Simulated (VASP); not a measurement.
Ti, 1 atom in the cell. It takes space group I4/mmm (No. 139, tetragonal). Conventional cell: a = 2.871 Å, b = 2.871 Å, c = 4.517 Å, α = 90.00°, β = 90.00°, γ = 90.00°. Ti (site symmetry 4/mmm) has 12 Ti at 2.87 to 3.04 Å as nearest neighbours. This isn't the form of Ti at room conditions, which is hcp. The cell isn't the ideal one: strain +0.1125 x Voigt [0, 0, 1, 0, 0, 0], atoms carried along.

| Quantity | Value |
| --- | --- |
| Program | VASP 6.6.1 |
| Task | single point |
| Functional | LDA |
| Potentials or basis | VASP PAW LDA potentials, release 64 (Ti_sv) |
| Cutoff | 520 eV |
| k mesh | 20 × 20 × 20 |
| Occupations | gaussian, width 0.15 eV |
| Spin | no spin polarisation |
| Dipole correction | no |
| Further INCAR settings | ALGO = Fast; EDIFF = 1e-06; NBANDS = 12 |

Potentials or basis: VASP PAW LDA potentials, release 64 (Ti_sv).

The run is started by

```bash
$ cat potpaw_LDA.64/Ti_sv/POTCAR > POTCAR
$ mpirun -np 1 vasp_std > vasp.out
```

Hardware: 1 thread of AMD EPYC 9R45 (Zen 5) (shared host).

Question: How long does it take, and how much memory?

Answer: Run time: 2.7 min on 1 thread of AMD EPYC 9R45 (Zen 5), with other jobs on the host, peak memory 0.21 GiB. Counts: scf iterations 22, k points 641.
